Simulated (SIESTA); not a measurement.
The system is CsPbCl3.

```xyz
5
Lattice="5.6050 0.0000 0.0000 0.0000 5.6050 0.0000 0.0000 0.0000 5.6050" Properties=species:S:1:pos:R:3 pbc="T T T"
Pb    2.8025    2.8025    2.8025
Cs    0.0000    0.0000    0.0000
Cl    2.8025    0.0000    2.8025
Cl    0.0000    2.8025    2.8025
Cl    2.8025    2.8025    0.0000
```

Base run:

- Program: SIESTA 5.4.2
- Functional: PBE
- Potentials or basis: PseudoDojo 0.4 standard (PBE files)
- Basis: DZP (energy shift 0.003 Ry; two zetas on semicore shells; d shell added on Cs)
- Grid cutoff: 800 Ry
- Energy shift: 0.003 Ry
- k mesh: 5 × 5 × 5
- Occupations: fermi-dirac, width 0.05 eV
- Spin: no spin polarisation

Its results: pressure 2.1 GPa.

Problem. The run is repeated on the same cell with these changes: functional from PBE to PBEsol; potentials or basis from PseudoDojo 0.4 standard (PBE files) to PseudoDojo 0.4 standard (PBEsol files). What comes out?

Solution. Pressure 0.5 GPa.

Caveats: the basis of atomic orbitals isn't converged, which shifts pressures, moduli and gaps.
